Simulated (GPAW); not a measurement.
Runs of GPAW 26.7.0 on CaO. It takes space group Fm-3m (No. 225, cubic). The conventional cell has a = 4.807 Å, b = 4.807 Å, c = 4.807 Å, α = 90.00°, β = 90.00°, γ = 90.00°. Ca (site symmetry m-3m) is surrounded by 6 O at 2.40 Å. O (site symmetry m-3m) has 6 Ca at 2.40 Å as nearest neighbours. The cell is a database's computed one.

| task | level | potentials or basis | cell | k mesh | band path | band points | optimizer | fmax | max steps | gap on the mesh (eV) | pressure (GPa) | relaxed volume (Å³/atom) |
| --- | --- | --- | --- | --- | --- | --- | --- | --- | --- | --- | --- | --- |
| band structure | revPBE | the program's PAW data sets (release 1.2.1) made for this functional, pw | as given | 10 × 10 × 10 | GXWKGLUWLK,UX | 60 | - | - | - | 3.77 | 5.0 | - |
| relaxation of cell and atoms | RPBE+D4 | the program's PAW data sets (release 1.2.1) made for this functional, pw | relaxed | 10 × 10 × 10 | - | - | FIRE | 0.01 eV/Å | 60 | 3.80 | -0.1 | 14.14 |
| band structure | revPBE | the program's PAW data sets (release 1.2.1) made for this functional, pw | as given | 8 × 8 × 8 | GXWKGLUWLK,UX | 100 | - | - | - | 3.77 | 5.0 | - |
| relaxation of cell and atoms | PBEsol+D3(BJ) | PAW data sets generated in the run's folder for this functional, pw | relaxed | 10 × 10 × 10 | - | - | LBFGS | 0.01 eV/Å | 40 | 3.57 | 0.0 | 13.25 |
| band structure | MS2 | GPAW PAW data sets (gpaw-data 1.2.1), pw | as given | 8 × 8 × 8 | GXWKGLUWLK,UX | 80 | - | - | - | 4.05 | 0.0 | - |
| relaxation of cell and atoms | RPBE+D3(BJ) | the program's PAW data sets (release 1.2.1) made for this functional, pw | relaxed | 10 × 10 × 10 | - | - | BFGS | 0.02 eV/Å | 100 | 3.73 | 0.0 | 12.07 |
| relaxation of cell and atoms | PBEsol+D4 | PAW data sets generated in the run's folder for this functional, pw | relaxed | 10 × 10 × 10 | - | - | LBFGS | 0.01 eV/Å | 40 | (a) | 0.1 | (c) |
| band structure | PBE | GPAW PAW data sets (gpaw-data 1.2.1), pw | as given | 10 × 10 × 10 | GXWKGLUWLK,UX | 100 | - | - | - | 3.69 | (b) | - |

Alike in all rows: no spin polarisation; cutoff (eV) 800; smearing fermi-dirac 0.05 eV.

Q: Estimate the missing entries.

A: (a) 3.58; (b) 2.2; (c) 13.47.

Caveats: later steps reuse the first step's grids (some runs); the PAW data sets were made with another functional, which shifts forces and pressure a little (some runs).

A k mesh can miss the band edges.

Not every run made on this cell is shown here.
